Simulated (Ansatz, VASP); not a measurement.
## Two plane-wave programs on Yb

```
Yb
1.0
    -2.16573    2.16573    2.16573
     2.16573   -2.16573    2.16573
     2.16573    2.16573   -2.16573
Yb
1
Direct
  0.00000 0.00000 0.00000
```

Change from the starting cell: volume scaled by 1.02.

Alike in both runs: task single point; functional PBE; k mesh 9 × 9 × 9; occupations fermi-dirac, width 0.05 eV; collinear spin, ferromagnetic start.

```csv
,VASP,Ansatz
version,VASP 6.6.1,Ansatz 0.2.0
potentials or method,"VASP PAW PBE potentials, release 64 (Yb)",Ansatz PAW
plane-wave cutoff (eV),520,420
valence electrons in the cell,24,24
```

|  | VASP | Ansatz | Ansatz less VASP |
| --- | --- | --- | --- |
| gap on the k mesh at the Fermi level (eV) | none | none | - |
| pressure (GPa) | -2.8 | -2.4 | +0.41 |
| net moment per atom (μB) | 0.00 | 0.00 | 0.000 |

A gap of «none» marks a metal or a gap that the smearing closes. With one functional, cell and mesh, what is left measures potentials, basis and numerics.

Caveats: spin-orbit coupling is left out, which moves the levels of the heavy elements; the starting moments weren't kept (Ansatz). The state reached can hang on the start; a lower one may exist.
